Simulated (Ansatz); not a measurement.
## two structures of Ti: a comparison of enthalpies under pressure, step by step

Program: Ansatz's Python interface.

Run as a notebook:

In [1]:
```python
import ansatz
import numpy as np
import pandas as pd
```

In [2]:
```python
FUNCTIONAL = 'rpbe'
CUTOFF = 320
KSPACING = 0.3
OCCUPATIONS = 'fermi_dirac'
WIDTH_EV = 0.1
```

In [3]:
```python
def sc(first, a):
    return (
        ansatz.Lattice.cubic(a)
        .space_group(221)
        .atom(first, [0, 0, 0])
    )
```

In [4]:
```python
def diamond(first, a):
    return ansatz.Crystal.diamond(first, a=a)
```

In [5]:
```python
def compute(name, crystal, pressure=0.0):
    calc = (
        crystal.calculation()
        .functional(FUNCTIONAL)
        .basis(CUTOFF, xc_grid=1)
        .scf(lower_state_search='light')
        .kpoints(spacing=KSPACING)
        .occupations(OCCUPATIONS, width=WIDTH_EV)
    )
    calc = calc.relax(force_tolerance=0.01, cell=True, pressure=pressure)
    return calc.run(threads=1)
```

In [6]:
```python
def volume_per_atom(outcome):
    return abs(np.linalg.det(outcome.lattice.cell_ang)) / len(outcome.lattice.sites)

phases = {}
phases['sc'] = sc('Ti', 2.69)
phases['diamond'] = diamond('Ti', 5.68)
```

In [7]:
```python
# enthalpy per atom at each pressure
pressures = [0, 10, 20, 30]
enthalpy, volume = {name: [] for name in phases}, {name: [] for name in phases}
for p in pressures:
    for name, crystal in phases.items():
        o = compute(name, crystal, pressure=p)
        volume[name].append(volume_per_atom(o))
        enthalpy[name].append(o.report['energy_sigma0_ev'] / len(o.lattice.sites) + p * volume[name][-1] / 160.21766)
gap = np.array(enthalpy['diamond']) - np.array(enthalpy['sc'])
rows = [(p, va, vb, 1000 * d) for p, va, vb, d in zip(pressures, volume['sc'], volume['diamond'], gap)]
print(pd.DataFrame(rows, columns=['P (GPa)', 'V sc (A^3/atom)', 'V diamond (A^3/atom)', 'H(diamond) - H(sc) (meV/atom)']).round(4).to_string(index=False))
crossings = [p0 - g0 * (p1 - p0) / (g1 - g0) for p0, p1, g0, g1 in zip(pressures, pressures[1:], gap, gap[1:]) if g0 * g1 < 0]
print('crossing near', [round(float(p), 1) for p in crossings], 'GPa') if crossings else print('no crossing in this range')
```
```text
DeckWarning: basis.ecutwfc = 320 eV is below the records' recommended 420 eV, and the density's cutoff is lower with it unless basis.ecutrho_ratio is high enough to keep the records' density cutoff: compare with a run at a higher cutoff
 P (GPa)  V sc (A^3/atom)  V diamond (A^3/atom)  H(diamond) - H(sc) (meV/atom)
       0          19.2574               24.4897                      1503.0541
      10          17.2061               19.2235                      1693.8662
      20          15.7784               16.6662                      1773.9046
      30          14.7037               15.0491                      1806.6815
no crossing in this range
```

What to keep in mind:
- The settings weren't tested for convergence.
- The cutoff lies under the one recommended for these potentials.
- Under the recommended cutoff a pressure can be off by several GPa, even in sign.
- At a fixed pressure a relaxation lowers the enthalpy F + PV, while F alone can rise.
- For the metals among these phases the mesh is modest: differences between phases can be off by up to 40 meV an atom.
- Warnings are shown shortened and without file and line.
- Only these two structures are compared, at zero temperature and with their symmetry kept; either may be hypothetical, and another phase may be lower than both. Differences under about 40 meV an atom lie within the error of mesh and functional.
- The cells are prototypes set up for this calculation and needn't exist.
- Hardware and time: 39 s on 1 thread of Arm Neoverse V2, on a shared host, peak memory 0.39 GiB.

(Lines on the test bed's own set-up are left out of the output.)
